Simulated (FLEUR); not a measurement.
# Pd (P6_3/mmc) in FLEUR: a series of runs, part 2 of 2

FLEUR MaX-R8.1 (later development tree). Earlier steps stand in the parts before.

## Step 3: Equation of state, LDA, 14.60 Å³/atom (volume scaled by 0.94)

inp.xml reads:

```xml
<?xml version="1.0" encoding="UTF-8" standalone="no"?>
<fleurInput fleurInputVersion="0.39">
   <comment>
      Pd                                                                                                  
   </comment>
   <calculationSetup>
      <cutoffs Kmax="4.15" Gmax="12.9" GmaxXC="12.9" numbands="0"/>
      <scfLoop itmax="60" minDistance="0.00001" maxIterBroyd="15" imix="Anderson" alpha="0.05" precondParam="0.0" spinf="2.0" sdNocoIR="T"/>
      <coreElectrons ctail="T" frcor="F" kcrel="0" coretail_lmax="0"/>
      <xcFunctional name="vwn" relativisticCorrections="F"/>
      <magnetism jspins="1"/>
      <soc l_soc="F" theta="0.0" phi="0.0" spav="F"/>
      <expertModes spex="0" secvar="F"/>
      <geometryOptimization l_f="F" forcealpha="1.0" forcemix="BFGS" epsdisp="0.00001" epsforce="0.00001"/>
      <ldaU l_linMix="F" mixParam="0.05" spinf="1.0"/>
   </calculationSetup>
   <cell>
      <bzIntegration valenceElectrons="36.0" mode="hist" fermiSmearingEnergy="0.00183747">
         <kPointListSelection listName="default-1"/>
         <!-- k-points included here -->
         <xi:include xmlns:xi="http://www.w3.org/2001/XInclude" href="kpts.xml"> </xi:include>
      </bzIntegration>
      <!-- symmetry operations included here -->
      <xi:include xmlns:xi="http://www.w3.org/2001/XInclude" href="sym.xml"> </xi:include>
      <bulkLattice scale="0.9795861087">
         <bravaisMatrix>
            <row-1>    5.2603645591841151     0.0000000000000000     0.0000000000000000</row-1>
            <row-2>   -2.6301822795920575     4.5556093414404790     0.0000000000000000</row-2>
            <row-3>    0.0000000000000000     0.0000000000000000     8.7473400300780675</row-3>
         </bravaisMatrix>
      </bulkLattice>
   </cell>
   <atomSpecies>
      <species name="Palladium (Pd)" element="Pd" atomicNumber="46">
         <mtSphere radius="2.36" gridPoints="807" logIncrement="0.016"/>
         <atomicCutoffs lmax="10" lnonsphr="10"/>
         <electronConfig flipSpins="F">
            <coreConfig>(1s1/2) (2s1/2) (2p1/2) (2p3/2) (3s1/2) (3p1/2) (3p3/2) (3d3/2) (3d5/2)</coreConfig>
            <valenceConfig>(4s1/2) (4p1/2) (4p3/2) (5s1/2) (4d3/2) (4d5/2)</valenceConfig>
            <stateOccupation state="(5s1/2)" spinUp="0.500000" spinDown="0.500000"/>
            <stateOccupation state="(4d3/2)" spinUp="1.800000" spinDown="1.800000"/>
            <stateOccupation state="(4d5/2)" spinUp="2.700000" spinDown="2.700000"/>
         </electronConfig>
         <energyParameters s="5" p="5" d="4" f="4"/>
         <lo type="SCLO" l="0" n="4" eDeriv="0"/>
         <lo type="SCLO" l="1" n="4" eDeriv="0"/>
         <lo type="SCLO" l="1" n="4" eDeriv="1"/>
         <lo type="SCLO" l="2" n="4" eDeriv="2"/>
         <lo type="SCLO" l="3" n="4" eDeriv="2"/>
      </species>
   </atomSpecies>
   <atomGroups>
      <atomGroup species="Palladium (Pd)">
         <relPos label="                   1">1.000/3.000 -1.000/3.000 1.000/4.000</relPos>
         <relPos label="                   2">-1.000/3.000 1.000/3.000 -1.000/4.000</relPos>
         <force calculate="T" relaxXYZ="TTT"/>
      </atomGroup>
   </atomGroups>
   <output dos="F" band="F" slice="F">
      <checks vchk="F" cdinf="F"/>
      <bandDOS minEnergy="-.5*Htr" maxEnergy="0.5*Htr" sigma="0.015" storeEVData="T"/>
      <vacuumDOS vacdos="F" integ="F" star="F" nstars="0" locx1="0.0" locy1="0.0" locx2="0.0" locy2="0.0" nstm="0" tworkf="0.0"/>
      <unfoldingBand unfoldBand="F" supercellX="1" supercellY="1" supercellZ="1"/>
      <plotting iplot="0" polar="F">
         <plot TwoD="T" vec1="  1.0  0.0  0.0" vec2="  0.0  1.0  0.0" vec3="  0.0  0.0  1.0" zero="  0.0  0.0  0.0" file="plot"/>
      </plotting>
      <chargeDensitySlicing numkpt="0" minEigenval="0.0" maxEigenval="0.0" nnne="0" pallst="F"/>
      <specialOutput eonly="F"/>
      <moessbauerParams electricFieldGradient="T" isomerShift="T" coreHyperfine="T" valenceHyperfine="T"/>
      <magneticCircularDichroism mcd="F" energyLo="-10.0" energyUp="0.0"/>
   </output>
  <!-- We include the file relax.xml here to enable relaxations (see documentation) -->
  <xi:include xmlns:xi="http://www.w3.org/2001/XInclude" href="relax.xml"> <xi:fallback/> </xi:include>
</fleurInput>
```

Potentials or basis: all-electron, FLAPW.

The run is started by

```
> inpgen -f crystal.txt -profile fastHighL
> # inp.xml edited to the form shown
> fleur_MPI
```

Standard output:

```text
Welcome to FLEUR        (www.flapw.de)
      MaX-Release 8.1          (www.max-centre.eu)

 ========== k-point set info ==========
 Selected k-point list: default-1
 k-point list type: mesh
 11 x 11 x 6
 Number of k points: 64

 ------------Calculation Setup---------------------------
 Number of MPI-tasks      :            1
 Number of PE/node        :            1
 Number of OMP-threads    :            1
 Most efficient MPI parallelization for:
           1           2           4           8          16          32          64
 Additional eigenvalue parallelization possible
 Number of basis functions:          318
 Approximate size of matrices (H+S) per k-point:         0.002 GB
 --------------------------------------------------------
 Iteration:     1   Distance:      14.19577359 me/bohr^3
 Iteration:     2   Distance:      12.15276533 me/bohr^3
 Iteration:     3   Distance:       4.09066399 me/bohr^3
 Iteration:     4   Distance:       0.85416278 me/bohr^3
 Iteration:     5   Distance:       0.72146686 me/bohr^3
 Iteration:     6   Distance:       0.08928910 me/bohr^3
 Iteration:     7   Distance:       0.08413392 me/bohr^3
 Iteration:     8   Distance:       0.03648008 me/bohr^3
 Iteration:     9   Distance:       0.00355097 me/bohr^3
 Iteration:    10   Distance:       0.00173321 me/bohr^3
 Iteration:    11   Distance:       0.00015978 me/bohr^3
 Iteration:    12   Distance:       0.00023770 me/bohr^3
 Iteration:    13   Distance:       0.00000895 me/bohr^3

 ********************************************************************
 Run finished successfully
 Stop message:
   all done
 ********************************************************************
```

out.xml (last iteration):

```text
<iteration numberForCurrentRun="   13" overallNumber="   13">
         <energyParameters units="Htr">
            <atomicEP atomType="1" spin="1" branch="5s" branchLowest="-2.66" branchHighest="2.10" value="0.2905379623"/>
            <atomicEP atomType="1" spin="1" branch="5p" branchLowest="-1.38" branchHighest="2.82" value="0.4244226899"/>
            <atomicEP atomType="1" spin="1" branch="4d" branchLowest="-11.51" branchHighest="0.55" value="0.3222591334"/>
            <atomicEP atomType="1" spin="1" branch="4f" branchLowest="-9.99" branchHighest="2.54" value="0.7204079334"/>
            <loAtomicEP atomType="1" spin="1" branch="4s" branchLowest="-22.86" branchHighest="-2.66" value="-2.6697967060"/>
            <loAtomicEP atomType="1" spin="1" branch="4p" branchLowest="-18.48" branchHighest="-1.38" value="-1.4173222659"/>
            <loAtomicEP atomType="1" spin="1" branch="4p" branchLowest="-18.48" branchHighest="-1.38" value="-1.4173222659"/>
            <loAtomicEP atomType="1" spin="1" branch="4d" branchLowest="-11.51" branchHighest="0.55" value="0.3171249468"/>
            <loAtomicEP atomType="1" spin="1" branch="4f" branchLowest="-9.99" branchHighest="2.54" value="0.7204092189"/>
         </energyParameters>
         <eigenvalues>
            <eigenvaluesAt spin="1" ikpt="1" k_x="0.00000000" k_y="0.00000000" k_z="0.00000000">
                      -2.6719027176       -2.6699482802       -1.4198901594       -1.4086369426       -1.4086369426
                      -1.4065891321       -1.4065891321       -1.4047302089        0.1439275291        0.2133731995
                       0.3028280241        0.3105654926        0.3105654926        0.3240720796        0.3240720796
                       0.3506801594        0.3506801594        0.4055284290        0.4055284290        0.4417575506
                       0.6719286391        1.0386075869        1.0964946213        1.1266921990        1.2307002612
                       1.2307002612        1.2997068091        1.2997068091
            </eigenvaluesAt>
            <eigenvaluesAt spin="1" ikpt="2" k_x="0.00000000" k_y="0.00000000" k_z="0.16666667">
                      -2.6717723628       -2.6700797348       -1.4188899461       -1.4084988394       -1.4084988394
                      -1.4067261732       -1.4067261732       -1.4057628140        0.1529469238        0.2148866947
                       0.3003538666        0.3085344346        0.3085344346        0.3211815340        0.3211815340
[... 48 lines left out ...]
               <shell n="1" l="0" isomerShift="117584.54965"/>
               <shell n="2" l="0" isomerShift="13349.19541"/>
               <shell n="2" l="1" isomerShift="266.03065"/>
               <shell n="3" l="0" isomerShift="2493.46931"/>
               <shell n="3" l="1" isomerShift="53.16631"/>
               <shell n="3" l="2" isomerShift="0.00001"/>
            </coreIsomerShift>
            <isomerShift atomType="1" nucleusRadius="0.0001119" averageDensity="134235.42726"/>
            <electricFieldGradient atomType="1" VXX="0.07845" VYY="0.07845" VZZ="-0.15690" asymParam="0.00000">
            </electricFieldGradient>
         </moessbauerParams>
         <totalEnergy                                    value="   -10084.7107704020" units="Htr">
            <sumOfEigenvalues                            value="    -6014.3716829211">
               <coreElectrons value="-5993.0581648089"/>
               <valenceElectrons value="-21.3135181122"/>
            </sumOfEigenvalues>
            <densityCoulombPotentialIntegral value="-16174.0359352029"/>
            <densityEffectivePotentialIntegral value="-16543.7858247167"/>
            <chargeDenXCDenIntegral value="-278.8882656993"/>
            <FockExchangeEnergyValence value="0.0000000000"/>
            <FockExchangeEnergyCore value="0.0000000000"/>
            <atomTypeDependentContributions atomType="1">
               <electronNucleiInteractionDifferentMTs value="12198.9891252760"/>
               <MadelungTerm value="-49.2295536209"/>
            </atomTypeDependentContributions>
            <tkbTimesEntropy value="0.0016373192"/>
            <freeEnergy value="-10084.7124077213"/>
            <extrapolationTo0K value="-10084.7115890617"/>
         </totalEnergy>
         <densityConvergence units="me/bohr^3">
            <chargeDensity spin="1" distance="0.0000089538"/>
         </densityConvergence>
      </iteration>
```

Run time: 59 s. Hardware: 1 thread of Intel Xeon at 2.50GHz (Skylake/Cascade Lake), shared host; peak memory 0.08 GiB.

What came out:

| Quantity | Value |
| --- | --- |
| Free energy | -274419.0045 eV |
| Band gap on the k mesh | none (metal or under the smearing width) |
| Valence electrons inside the program's atomic spheres | Pd 16.47 (radii Pd 2.36 bohr) |

## Step 4: Equation of state, LDA, 14.91 Å³/atom (volume scaled by 0.96)

Edit inp.xml of step 3 so:

```diff
@@ -24,3 +24,3 @@
       <xi:include xmlns:xi="http://www.w3.org/2001/XInclude" href="sym.xml"> </xi:include>
-      <bulkLattice scale="0.9795861087">
+      <bulkLattice scale="0.9864848297">
          <bravaisMatrix>
```

The run is started by

```
> inpgen -f crystal.txt -profile fastHighL
> # inp.xml edited to the form shown
> fleur_MPI
```

Run time: 60 s. Hardware: 1 thread of Intel Xeon at 2.50GHz (Skylake/Cascade Lake), shared host; peak memory 0.08 GiB.

It converged, with:

| Quantity | Value |
| --- | --- |
| Free energy | -274418.9745 eV |
| Band gap on the k mesh | none (metal or under the smearing width) |
| Valence electrons inside the program's atomic spheres | Pd 16.44 (radii Pd 2.36 bohr) |

## Step 5: Equation of state, LDA, 15.53 Å³/atom

Edit inp.xml of step 4 so:

```diff
@@ -24,3 +24,3 @@
       <xi:include xmlns:xi="http://www.w3.org/2001/XInclude" href="sym.xml"> </xi:include>
-      <bulkLattice scale="0.9864848297">
+      <bulkLattice scale="1.0000000000">
          <bravaisMatrix>
```

The run is started by

```
> inpgen -f crystal.txt -profile fastHighL
> # inp.xml edited to the form shown
> fleur_MPI
```

Run time: 68 s. Hardware: 1 thread of Intel Xeon at 2.50GHz (Skylake/Cascade Lake), shared host; peak memory 0.09 GiB.

The run converged. Its results:

* Free energy: -274418.8748 eV
* Band gap on the k mesh: none (metal or under the smearing width)
* Valence electrons inside the program's atomic spheres: Pd 16.40 (radii Pd 2.36 bohr)

## Step 6: Equation of state, LDA, 16.15 Å³/atom (volume scaled by 1.04)

Edit inp.xml of step 5 so:

```diff
@@ -24,3 +24,3 @@
       <xi:include xmlns:xi="http://www.w3.org/2001/XInclude" href="sym.xml"> </xi:include>
-      <bulkLattice scale="1.0000000000">
+      <bulkLattice scale="1.0131594038">
          <bravaisMatrix>
```

Potentials or basis: all-electron, FLAPW.

The run is started by

```
> inpgen -f crystal.txt -profile fastHighL
> # inp.xml edited to the form shown
> fleur_MPI
```

Wall time 74 s (1 thread of Intel Xeon at 2.50GHz (Skylake/Cascade Lake), shared host); peak memory 0.09 GiB.

It converged, with:

```
Free energy                                           : -274418.7333 eV
Band gap on the k mesh                                : none (metal or under the smearing width)
Valence electrons inside the program's atomic spheres : Pd 16.36 (radii Pd 2.36 bohr)
```

## Step 7: Equation of state, LDA, 16.46 Å³/atom (volume scaled by 1.06)

Edit inp.xml of step 6 so:

```diff
@@ -24,3 +24,3 @@
       <xi:include xmlns:xi="http://www.w3.org/2001/XInclude" href="sym.xml"> </xi:include>
-      <bulkLattice scale="1.0131594038">
+      <bulkLattice scale="1.0196128224">
          <bravaisMatrix>
```

The run is started by

```
> inpgen -f crystal.txt -profile fastHighL
> # inp.xml edited to the form shown
> fleur_MPI
```

Wall time 93 s (1 thread of Intel Xeon at 2.50GHz (Skylake/Cascade Lake), shared host); peak memory 0.09 GiB.

The run converged. Its results:

```
Free energy                                           : -274418.6504 eV
Band gap on the k mesh                                : none (metal or under the smearing width)
Valence electrons inside the program's atomic spheres : Pd 16.34 (radii Pd 2.36 bohr)
```

## Step 8: Equation of state, LDA

No new run: the results of the series are fitted here.

What came out:

* Equilibrium volume: 14.20 Å³/atom (rough: see the caveat)
* Bulk modulus at fixed shape and positions: 225 GPa (rough)

Energy against volume, from the lowest point:
```tsv
volume (Å³/atom)	energy (meV/atom)
14.600	0.00
14.910	15.02
15.531	64.85
16.153	135.63
16.463	177.07
```

Caveat: the minimum lies outside the volumes run; the cell was scaled at fixed shape and fractional positions, which overstates the stiffness of a crystal with free parameters, most of all of layers and chains.
